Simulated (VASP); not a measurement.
# Al (Fm-3m) in VASP: notebook

The runs below take Al through single point, with PBE.

Program: VASP 6.6.1. These are calculated values, not measurements. Logs are shortened: lines on timing, memory, paths and dates and some standing lists are left out, and cuts for length are marked.

## 1. The undisturbed crystal

Symmetry: Fm-3m, No. 225, cubic system. Conventional cell: a = 4.050 Å, b = 4.050 Å, c = 4.050 Å, α = 90.00°, β = 90.00°, γ = 90.00°. Al (site symmetry m-3m) has 12 Al at 2.86 Å as nearest neighbours.

## 2. Single point, PBE (a relaxed cell with its volume scaled by 1.06)

INCAR

```
SYSTEM = Al
ALGO = Normal ; EDIFF = 1E-7
ENCUT = 700 ; GGA = PE
ISIF = 2 ; ISMEAR = 0
LASPH = .True. ; LCHARG = .False.
LREAL = .False. ; LWAVE = .False.
NBANDS = 8 ; NELM = 80
PREC = Accurate ; SIGMA = 0.1
```

KPOINTS

```
k-points
0
Gamma
  18 18 18
  0 0 0
```

POSCAR

```
Al                                      
1.0
    0.0000000000      2.0599654349      2.0599654349
    2.0599654349      0.0000000000      2.0599654349
    2.0599654349      2.0599654349      0.0000000000
  Al            
     1
Direct
     0.0000000000000000    0.0000000000000000    0.0000000000000000
```

Potentials or basis: VASP PAW PBE potentials, release 64 (Al).

On the command line:

```sh
$ cat potpaw_PBE.64/Al/POTCAR > POTCAR
$ mpirun -np 1 vasp_std > vasp.out
```

OUTCAR:

```text
SYSTEM = Al
   EDIFF = 1E-7
   ENCUT = 700
   GGA = PE
   ISIF = 2
   ISMEAR = 0
   LASPH = .True.
   LREAL = .False.
   NELM = 80
   PREC = Accurate

 ion  position               nearest neighbor table
   1  0.000  0.000  0.000-

  LATTYP: Found a face centered cubic cell.
 ALAT       =     4.1199308698

  Lattice vectors:

 A1 = (   0.0000000000,   2.0599654349,   2.0599654349)
 A2 = (   2.0599654349,   0.0000000000,   2.0599654349)
 A3 = (   2.0599654349,   2.0599654349,   0.0000000000)

Analysis of symmetry for initial positions (statically):
=====================================================================
 Subroutine PRICEL returns:
 Original cell was already a primitive cell.

 Routine SETGRP: Setting up the symmetry group for a
 face centered cubic supercell.

 Subroutine GETGRP returns: Found 48 space group operations
 (whereof 48 operations were pure point group operations)
 out of a pool of 48 trial point group operations.

The static configuration has the point symmetry O_h .

Analysis of symmetry for dynamics (positions and initial velocities):
=====================================================================
 Subroutine PRICEL returns:
 Original cell was already a primitive cell.

 Routine SETGRP: Setting up the symmetry group for a
 face centered cubic supercell.

 Subroutine GETGRP returns: Found 48 space group operations
 (whereof 48 operations were pure point group operations)
 out of a pool of 48 trial point group operations.

The dynamic configuration has the point symmetry O_h .

 Subroutine INISYM returns: Found 48 space group operations
 (whereof 48 operations are pure point group operations),
 and found     1 'primitive' translations

----------------------------------------------------------------------------------------

                                     Primitive cell

  volume of cell :      17.4828

  direct lattice vectors                    reciprocal lattice vectors
     0.000000000  2.059965435  2.059965435    -0.242722519  0.242722519  0.242722519
     2.059965435  0.000000000  2.059965435     0.242722519 -0.242722519  0.242722519
     2.059965435  2.059965435  0.000000000     0.242722519  0.242722519 -0.242722519

  length of vectors
     2.913231056  2.913231056  2.913231056     0.420407736  0.420407736  0.420407736

  position of ions in fractional coordinates (direct lattice)
     0.000000000  0.000000000  0.000000000

  ion indices of the primitive-cell ions
   primitive index   ion index
                 1           1

----------------------------------------------------------------------------------------

 KPOINTS: k-points

Automatic generation of k-mesh.
 Grid dimensions read from file:
 generate k-points for:   18   18   18

 Generating k-lattice:

  Cartesian coordinates                     Fractional coordinates (reciprocal lattice)
    -0.013484584  0.013484584  0.013484584     0.055555556  0.000000000  0.000000000
     0.013484584 -0.013484584  0.013484584     0.000000000  0.055555556  0.000000000
     0.013484584  0.013484584 -0.013484584     0.000000000  0.000000000  0.055555556

  Length of vectors
     0.023355985  0.023355985  0.023355985

  Shift w.r.t. Gamma in fractional coordinates (k-lattice)
     0.000000000  0.000000000  0.000000000

 Subroutine IBZKPT returns following result:
 ===========================================

 Found    195 irreducible k-points:

 Following reciprocal coordinates:
            Coordinates               Weight
  0.000000  0.000000  0.000000      1.000000
  0.055556  0.000000  0.000000      8.000000
  0.111111  0.000000  0.000000      8.000000
  0.166667  0.000000  0.000000      8.000000
  0.222222  0.000000  0.000000      8.000000
  0.277778  0.000000  0.000000      8.000000
[... 16 lines left out ...]
 -0.277778  0.055556  0.000000     24.000000
 -0.222222  0.055556  0.000000     24.000000
 [... further k-points ...]
   k-points           NKPTS =    195   k-points in BZ     NKDIM =    195   number of bands    NBANDS=      8
   number of dos      NEDOS =    301   number of ions     NIONS =      1
   total plane-waves  NPLWV =  21952
   dimension x,y,z NGX =    28 NGY =   28 NGZ =   28
   dimension x,y,z NGXF=    56 NGYF=   56 NGZF=   56
   ions per type =               1
   NGX,Y,Z   is equivalent  to a cutoff of  15.98, 15.98, 15.98 a.u.
   NGXF,Y,Z  is equivalent  to a cutoff of  31.96, 31.96, 31.96 a.u.
 SYSTEM =  Al
   PREC   = accura    normal or accurate (medium, high low for compatibility)
   ISTART =      0    job   : 0-new  1-cont  2-samecut
   ICHARG =      2    charge: 1-file 2-atom 10-const
   ISPIN  =      1    spin polarized calculation?
   LNONCOLLINEAR =      F non collinear calculations
   LSORBIT =      F    spin-orbit coupling
   LASPH  =      T    aspherical Exc in radial PAW
   ENCUT  =  700.0 eV  51.45 Ry    7.17 a.u.   6.28  6.28  6.28*2*pi/ulx,y,z
   NELM   =     80;   NELMIN=  2; NELMDL= -5     # of ELM steps
   EDIFF  = 0.1E-06   stopping-criterion for ELM
   LREAL  =      F    real-space projection
   EDIFFG = 0.1E-05   stopping-criterion for IOM
   NSW    =      0    number of steps for IOM
   IBRION =     -1    ionic relax: 0-MD 1-quasi-New 2-CG
   NFREE  =      0    steps in history (QN), initial steepest desc. (CG)
   ISIF   =      2    stress and relaxation
   ISYM   =      2    0-nonsym 1-usesym 2-fastsym
   POTIM  = 0.5000    time-step for ionic-motion
   TEBEG  =    0.0;   TEEND  =   0.0 temperature during run
   PSTRESS=    0.0 pullay stress
   NELECT =       3.0000    total number of electrons
   NUPDOWN=      -1.0000    fix difference up-down
   EMIN   =  10.00;   EMAX   =-10.00  energy-range for DOS
   EFERMI =   0.00;   METHOD = LEGACY
   ISMEAR =     0;   SIGMA  =   0.10  broadening in eV -4-tet -1-fermi 0-gaus
   EFERMI_NEDOS =   21; number of points for ismear=-14 and -15
   IALGO  =     38    algorithm
   IMIX   =      4    mixing-type and parameters
     AMIX     =   0.40;   BMIX     =  1.00
     AMIX_MAG =   1.60;   BMIX_MAG =  1.00
  volume/ion in A,a.u.               =      17.48       117.98
  Fermi-wavevector in a.u.,A,eV,Ry     =   0.909729  1.719138 11.260272  0.827607
  Thomas-Fermi vector in A             =   2.033808
   LORBIT       =      0    0 simple, 1 ext, 2 COOP (PROOUT), +10 PAW based schemes
   GGA     = PE    functional components
   LHFCALC =     F    Hartree Fock is set to
   AEXX    =    0.0000 exact exchange contribution
   IVDW    =     0    specifies the selected vdW correction
   LEPSILON=     F    determine dielectric tensor
   LRPA    =     F    only Hartree local field effects (RPA)
 non-spin polarized calculation
 Gauss-broadening in eV      SIGMA  =   0.10
  energy-cutoff  :      700.00
  volume of cell :       17.48
 maximum number of plane-waves:       754
 NGX is ok and might be reduce to    28
   NGX = 13   NGY = 13   NGZ = 13

 number of electron       3.0000000 magnetization

 Free energy of the ion-electron system (eV)
  ---------------------------------------------------
  ext. energy  EPLUGINS =         0.00000000
  ---------------------------------------------------
  free energy    TOTEN  =        -3.73185163 eV

  energy without entropy =       -3.72942748  energy(sigma->0) =       -3.73063956

 E-fermi :   7.4007     XC(G=0):  -9.9891

 val. band max:        7.3604040842   @ k =   0.5000   0.4444   0.0556
 cond. band min:       7.4136130935   @ k =  -0.3889   0.3889   0.1667
 fundamental gap:      0.0532090093
 Fermi energy:         7.4007347166

 k-point     1 :       0.0000    0.0000    0.0000
  band No.  band energies     occupation
      1      -3.3312      2.00000
      2      19.7128      0.00000
      3      19.7128      0.00000
      4      19.7128      0.00000
      5      20.7782      0.00000
      6      20.7782      0.00000
      7      20.7782      0.00000
      8      23.4628      0.00000

 k-point     2 :       0.0556    0.0000    0.0000
  band No.  band energies     occupation
      1      -3.2504      2.00000
      2      18.1549      0.00000
      3      19.3373      0.00000
      4      19.3373      0.00000
      5      21.2762      0.00000
      6      21.2762      0.00000
      7      21.4521      0.00000
      8      24.2890      0.00000

 k-point     3 :       0.1111    0.0000    0.0000
  band No.  band energies     occupation
      1      -3.0085      2.00000
      2      15.9944      0.00000
      3      18.7948      0.00000
      4      18.7948      0.00000
      5      21.5664      0.00000
      6      22.1506      0.00000
      7      22.1506      0.00000
      8      24.7875      0.00000

 k-point     4 :       0.1667    0.0000    0.0000
  band No.  band energies     occupation
      1      -2.6060      2.00000
      2      13.8292      0.00000
      3      18.3420      0.00000
      4      18.3420      0.00000
      5      21.4322      0.00000
      6      22.7453      0.00000
      7      22.7453      0.00000
      8      24.1732      0.00000

 k-point     5 :       0.2222    0.0000    0.0000
  band No.  band energies     occupation
      1      -2.0445      2.00000
      2      11.7389      0.00000
      3      18.0130      0.00000
      4      18.0130      0.00000
      5      21.2804      0.00000
      6      22.0957      0.00000
      7      22.0957      0.00000
      8      24.9950      0.00000

 k-point     6 :       0.2778    0.0000    0.0000
  band No.  band energies     occupation
      1      -1.3255      2.00000
      2       9.7529      0.00000
      3      17.8160      0.00000
      4      17.8160      0.00000
      5      21.1600      0.00000
      6      21.1600      0.00000
      7      21.1934      0.00000
      8      25.0306      0.00000

 k-point     7 :       0.3333    0.0000    0.0000
  band No.  band energies     occupation
      1      -0.4514      2.00000
      2       7.8858      0.00000
      3      17.7530      0.00000
      4      17.7530      0.00000
      5      20.2938      0.00000
      6      20.2938      0.00000
      7      21.2113      0.00000
      8      24.1252      0.00000

 k-point     8 :       0.3889    0.0000    0.0000
  band No.  band energies     occupation
      1       0.5754      2.00000
      2       6.1467      2.00000
      3      17.8232      0.00000
      4      17.8232      0.00000
      5      19.5475      0.00000
      6      19.5475      0.00000
      7      21.3545      0.00000
      8      23.3184      0.00000

 k-point     9 :       0.4444    0.0000    0.0000
  band No.  band energies     occupation
      1       1.7519      2.00000
      2       4.5418      2.00000
      3      18.0174      0.00000
      4      18.0174      0.00000
      5      18.9443      0.00000
      6      18.9443      0.00000
      7      21.6306      0.00000
      8      22.6334      0.00000

 k-point    10 :       0.5000    0.0000    0.0000
  band No.  band energies     occupation
      1       3.0451      2.00000
      2       3.1055      2.00000
      3      18.2179      0.00000
      4      18.2179      0.00000
      5      18.6071      0.00000
      6      18.6071      0.00000
      7      21.9589      0.00000
      8      22.1671      0.00000
[... 78 lines left out ...]
 k-point    18 :       0.4444    0.0556    0.0000
  band No.  band energies     occupation
      1       1.4128      2.00000
      2       5.1289      2.00000
      3      16.9039      0.00000
      4      17.4801      0.00000
      5      18.3041      0.00000
      6      20.2842      0.00000
      7      22.3884      0.00000
      8      23.4674      0.00000

 k-point    19 :       0.5000    0.0556    0.0000
  band No.  band energies     occupation
      1       2.6859      2.00000
      2       3.6178      2.00000
      3      16.9463      0.00000
      4      17.2049      0.00000
      5      18.6130      0.00000
      6      19.7594      0.00000
      7      22.5765      0.00000
      8      23.0507      0.00000

 k-point    20 :      -0.4444    0.0556    0.0000
  band No.  band energies     occupation
      1       2.2457      2.00000
      2       4.1056      2.00000
      3      16.5446      0.00000
      4      17.6383      0.00000
      5      19.0679      0.00000
      6      19.3749      0.00000
      7      22.3072      0.00000
      8      23.3543      0.00000

 k-point    21 :      -0.3889    0.0556    0.0000
  band No.  band energies     occupation
      1       1.0208      2.00000
      2       5.6633      2.00000
      3      16.2816      0.00000
      4      18.1878      0.00000
      5      19.1475      0.00000
      6      19.6607      0.00000
      7      22.0104      0.00000
      8      23.9467      0.00000

 k-point    22 :      -0.3333    0.0556    0.0000
  band No.  band energies     occupation
      1      -0.0557      2.00000
      2       7.3566      1.46779
      3      16.1587      0.00000
      4      18.7149      0.00000
      5      19.2130      0.00000
      6      20.3850      0.00000
      7      21.8307      0.00000
      8      24.6628      0.00000

 k-point    23 :      -0.2778    0.0556    0.0000
  band No.  band energies     occupation
      1      -0.9805      2.00000
      2       9.1790      0.00000
      3      16.1764      0.00000
      4      18.8976      0.00000
      5      19.8851      0.00000
      6      21.2244      0.00000
      7      21.7785      0.00000
      8      25.4202      0.00000

 k-point    24 :      -0.2222    0.0556    0.0000
  band No.  band energies     occupation
      1      -1.7511      2.00000
      2      11.1216      0.00000
      3      16.3344      0.00000
      4      19.0728      0.00000
      5      20.7989      0.00000
      6      21.7803      0.00000
      7      22.2127      0.00000
      8      24.3727      0.00000

 [... further k-points ...]
[... 5 lines left out ...]
  --------------------------------------------------------------------------------------
  -------------------------------------------------------------------------------------
  Total       -0.4326184     -0.4326184     -0.4326184     -0.0000000     -0.0000000      0.0000000
  in kB      -39.6465827    -39.6465827    -39.6465827     -0.0000000     -0.0000000      0.0000000
  external PRESSURE =     -39.6465827 kB  Pullay stress =       0.0000000 kB

 VOLUME and BASIS-vectors are now :
 -----------------------------------------------------------------------------
  energy-cutoff  :      700.00
  volume of cell :       17.48
      direct lattice vectors                 reciprocal lattice vectors
     0.000000000  2.059965435  2.059965435    -0.242722519  0.242722519  0.242722519
     2.059965435  0.000000000  2.059965435     0.242722519 -0.242722519  0.242722519
     2.059965435  2.059965435  0.000000000     0.242722519  0.242722519 -0.242722519

 POSITION                                       TOTAL-FORCE (eV/Angst)
 -----------------------------------------------------------------------------------
      0.00000      0.00000      0.00000         0.000000      0.000000      0.000000
 -----------------------------------------------------------------------------------
    total drift:                                0.000000     -0.000000     -0.000000

  FREE ENERGIE OF THE ION-ELECTRON SYSTEM (eV)
  ---------------------------------------------------
  free  energy   TOTEN  =        -3.7318516313 eV

  energy  without entropy=       -3.7294274835  energy(sigma->0) =       -3.73063956
```

Run time: 32 s. Hardware: 1 thread of Intel Xeon Platinum 8259CL at 2.50GHz (Skylake/Cascade Lake), shared host; peak memory 0.17 GiB.

Results:

- Free energy: -3.7319 eV
- Pressure: -4.0 GPa
- Band gap on the k mesh: none (metal or under the smearing width)

Levels at points of the mesh, in eV from the Fermi level:
```
           k point  band 1  band 2  band 3  band 4  band 5  band 6
(0.00, 0.00, 0.00)  -10.73   12.31   12.31   12.31   13.38   13.38
(0.50, 0.00, 0.00)   -4.36   -4.30   10.82   10.82   11.21   11.21
(0.50, 0.50, 0.00)   -2.78   -1.59    5.25    5.34    5.34    8.56
```

(Continued in part 2 of 2.)
